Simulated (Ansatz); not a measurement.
One atom moved over a plane in Mg

These are results of Ansatz, DFT PBE, scalar-relativistic, plane waves, PAW, not measurements. Cutoff 420 eV, Γ-centred 18×18×10 k-points, Gaussian smearing of 0.15 eV. No spin polarisation. Energies are free energies at this smearing, counted from the undisturbed cell; pressure is positive in compression.

Reference structure (as given, not relaxed at this level; it stands at -0.4 GPa):

```yaml
crystal:
  lattice:
    - [3.20927, 0.00000, 0.00000]
    - [-1.60464, 2.77931, 0.00000]
    - [0.00000, 0.00000, 5.21033]
  atoms:
    - { symbol: Mg, position: [0.33333, 0.66667, 0.25000] }
    - { symbol: Mg, position: [0.66667, 0.33333, 0.75000] }
```

Atom 1 (Mg) is moved by p along (0.707, 0.707, 0.000) and q along (0.000, 0.000, 1.000) (Å), all else fixed. Points are written (p, q).

Energy above the undisturbed cell in eV/cell (a dash: not computed):

| p \ q | -0.300 | -0.150 | 0.000 | 0.150 | 0.300 |
| --- | --- | --- | --- | --- | --- |
| -0.300 | ? | 0.07 | 0.03 | 0.07 | ? |
| -0.150 | ? | 0.04 | 0.01 | 0.04 | ? |
| 0.000 | 0.12 | 0.03 | 0.00 | 0.03 | 0.12 |
| 0.150 | 0.13 | 0.04 | 0.01 | 0.04 | 0.13 |
| 0.300 | ? | 0.06 | 0.03 | 0.06 | ? |

(1) Fill in the withheld energies.

Results:

(1) (-0.300, -0.300): 0.16; (-0.300, 0.300): 0.16; (-0.150, -0.300): 0.13; (-0.150, 0.300): 0.13; (0.300, -0.300): 0.15; (0.300, 0.300): 0.15.